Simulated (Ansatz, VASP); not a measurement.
**Zn in VASP and in Ansatz**

INCAR

```
SYSTEM = Zn
PREC = Accurate
ENCUT = 520
EDIFF = 1E-6
ISMEAR = 0
SIGMA = 0.15
LREAL = .FALSE.
LASPH = .TRUE.
NELM = 60
ALGO = Normal
ISIF = 2
LWAVE = .FALSE.
LCHARG = .FALSE.
NBANDS = 12
```

File KPOINTS:

```
regular mesh
0
G
  20 20 20
  0 0 0
```

The input POSCAR:

```
Zn
1.0
   -1.5458392400      1.5056386871      1.5458392400
    1.5458392400     -1.5056386871      1.5458392400
    1.5458392400      1.5056386871     -1.5458392400
Zn
1
Direct
    0.0000000000      0.0000000000      0.0000000000
```

Input for Ansatz:

```yaml
crystal:
  lattice:
    - [-1.54583924, 1.5056386871, 1.54583924]
    - [1.54583924, -1.5056386871, 1.54583924]
    - [1.54583924, 1.5056386871, -1.54583924]
  atoms:
    - { symbol: Zn, position: [0.0, 0.0, 0.0] }
basis:
  ecutwfc: 520.0
kpoints:
  mp_grid: { grid: [20, 20, 20] }
hamiltonian:
  xc: lda
  pseudopotentials: { kind: paw }
scf:
  occupations: { method: gaussian, width: 0.15 }
output:
  forces: true
  stress: true
  eigenvalues: true
```

Change from the starting cell: normal strain along x +0.0267, normal strain along z +0.0267.

Alike in both runs: task single point; functional LDA; k mesh 20 × 20 × 20; occupations gaussian, width 0.15 eV; no spin polarisation.

|  | VASP | Ansatz |
| --- | --- | --- |
| version | VASP 6.6.1 | Ansatz 0.2.0 |
| potentials or method | VASP PAW LDA potentials, release 64 (Zn) | scalar-relativistic, plane waves, PAW |
| plane-wave cutoff (eV) | 520 | 520 |
| valence electrons in the cell | 12 | 12 |

```csv
,VASP,Ansatz,Ansatz less VASP
gap on the k mesh at the Fermi level (eV),none,none,-
pressure (GPa),-3.7,-4.3,-0.60
largest component of the traceless stress (GPa),0.78,0.79,+0.010
```

A gap of «none» marks a metal or a gap that the smearing closes.
